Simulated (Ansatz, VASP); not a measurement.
Two plane-wave programs on MgSiN

```
Mg Si N
1.0
     3.14977    0.00000    0.00000
     0.00000    3.42076    0.00000
     0.00000    0.00000    7.70416
Mg Si N
2 2 2
Direct
  0.50000 0.50000 0.82800
  0.00000 0.00000 0.17200
  0.00000 0.50000 0.61080
  0.50000 0.00000 0.38920
  0.50000 0.50000 0.44500
  0.00000 0.00000 0.55500
```

Change from the starting cell: species swapped into the TiBrO type (Pmmn, No. 59).

Alike in both runs: task single point; functional PBE; k mesh 6 × 6 × 2; occupations gaussian, width 0.1 eV; no spin polarisation.

|  | VASP | Ansatz |
| --- | --- | --- |
| version | VASP 6.6.1 | Ansatz 0.2.0 |
| potentials or method | VASP PAW PBE potentials, release 64 (Mg, Si, N) | scalar-relativistic, plane waves, PAW |
| plane-wave cutoff (eV) | 520 | 420 |
| valence electrons in the cell | 22 | 38 |

```tsv
	VASP	Ansatz	Ansatz less VASP
gap on the k mesh at the Fermi level (eV)	none	none	-
pressure (GPa)	21.8	21.8	-0.07
largest component of the traceless stress (GPa)	7.26	7.20	-0.062
rms of the force components (eV/Å)	2.346	2.335	-0.0103
```

Atom by atom the forces differ by 0.011 eV/Å (rms over components). A gap of «none» marks a metal or a gap that the smearing closes. The two sets of potentials don't hold the same shells in valence.

Caveats: the k mesh is coarse (spacing up to 0.41 Å⁻¹), so the values aren't converged; so large a pressure means that the cell lies far from this level's equilibrium, or that cutoff or potentials fall short (VASP); forces of over 1 eV/Å show positions far from the minimum, so gaps and moduli don't describe the material at rest.
